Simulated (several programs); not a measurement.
Ge (lonsdaleite) from semi-empirical methods to plane-wave DFT

Ge built on the lonsdaleite prototype, relaxed with r2SCAN in Ansatz, was computed with several methods. Space group P6_3/mmc (No. 194), hexagonal; conventional cell a = 3.998 Å, c = 6.593 Å, 22.81 Å³ an atom. Ge is surrounded by 4 Ge at 2.45–2.47 Å. No spin polarisation and no zero-point or thermal motion.

```
Ge
1.0
     3.99762    0.00000    0.00000
    -1.99881    3.46204    0.00000
     0.00000    0.00000    6.59282
Ge
4
Direct
  0.33333 0.66667 0.00037
  0.66667 0.33333 0.50037
  0.33333 0.66667 0.37463
  0.66667 0.33333 0.87463
```

Gaps and times are for a single point on this cell; volume and bulk modulus come from each method's own relaxation or energy curve at fixed shape, which is too stiff where a cell has free coordinates or axes. Times are rough, from shared hosts (Arm Neoverse V2; Intel Xeon Platinum 8259CL CPU @ 2.50GHz), and each method has its own mesh and cell size. A double dagger marks a value from a curve with shape and coordinates held. PM6 (MOPAC), PM7 (MOPAC), GFN1-xTB (tblite), GFN2-xTB (tblite) treat a cluster of cells at its zone centre, which samples few k points: where these miss a band edge, the gap comes out too large for that reason alone. Gaps from k meshes are read at a limited set of points (mesh, symmetry points, PBE's band edges), so each method's own least gap may be somewhat smaller. Force fields have no electrons; where one was fitted to this phase, its volume and modulus reflect the fit. xTB and the PM methods were fitted mostly to molecules, and can miss a solid's gap by electronvolts. Minimal bases can be far off for gaps. Times of the plane-wave ladder aren't listed, since it ran on unlike processors and cards. d marks a direct gap, i an indirect one (no mark: not told apart), a dash a value that wasn't computed or didn't pass its checks.

| method | kind | gap (eV) | own volume (Å³/atom) | bulk modulus (GPa) | atoms computed | processor time |
| --- | --- | --- | --- | --- | --- | --- |
| PBEsol | semilocal | – | 22.85 | – | 4 | – |
| SiCGe.tersoff (LAMMPS) | force field | – | 22.63 | 76‡ | 4 | 0.13 s |
| Ge.tersoff (LAMMPS) | force field | – | 21.40 | 85‡ | 4 | 0.15 s |
| light PBE (260 eV and a coarse mesh) | light plane-wave | overlap 0.13 | – | – | 4 | 1.4 s |
| PM6 (MOPAC) | semi-empirical | 4.79 | – | – | cluster | 2.7 s |
| PM7 (MOPAC) | semi-empirical | 3.82 | 21.80‡ | 165‡ | cluster | 3.1 s |
| PBE/SZV (CP2K) | small basis | 0.53 d | 22.19‡ | 91‡ | 4 | 3.2 s |
| GFN1-xTB (tblite) | tight binding | 0 | – | – | cluster | 6 s |
| GFN2-xTB (tblite) | tight binding | 0 | – | – | cluster | 6.1 s |
| PBE/DZVP (CP2K) | small basis | overlap 0.13 | 24.27‡ | 55‡ | 4 | 7 s |
| PBE | semilocal | overlap 0.11 | 23.87 | 59‡ | 4 | – |
| LDA | semilocal | overlap 0.13 | 22.18 | – | 4 | – |
| PBE/single zeta (GPAW) | small basis | 0.01 | – | – | 4 | 11 s |
| r2SCAN | semilocal | 0.08 d | 22.81 | 69‡ | 4 | – |
| PBE+SOC | semilocal | 0.06 i | – | – | 4 | – |
| HSE06 | hybrid | 0.38 d | 22.92 | – | 4 | – |
| PBE0 | hybrid | 0.98 d | – | – | 4 | – |
| HSE06+SOC | hybrid | 0.26 d | – | – | 4 | – |

Against HSE06 (0.38 eV) and with closed or daggered gaps left aside, the nearest gap at the points sampled is that of HSE06+SOC (-0.12 eV) and the farthest that of PM6 (MOPAC) (+4.41 eV). HSE06 is only a yardstick of convenience, and nearness to it can be luck.

Volumes against r2SCAN's: PBEsol +0.2 %, SiCGe.tersoff (LAMMPS) -0.8 %, Ge.tersoff (LAMMPS) -6.2 %, PBE +4.6 %, LDA -2.8 %, HSE06 +0.5 %.

With PBE the bands overlap or touch, or nearly. Semilocal functionals can close a real gap, so this doesn't show a metal; small gaps of other methods may in turn close between the points read or with spin-orbit coupling, and the solid may be a semimetal.

Only the rows marked +SOC include spin-orbit coupling.
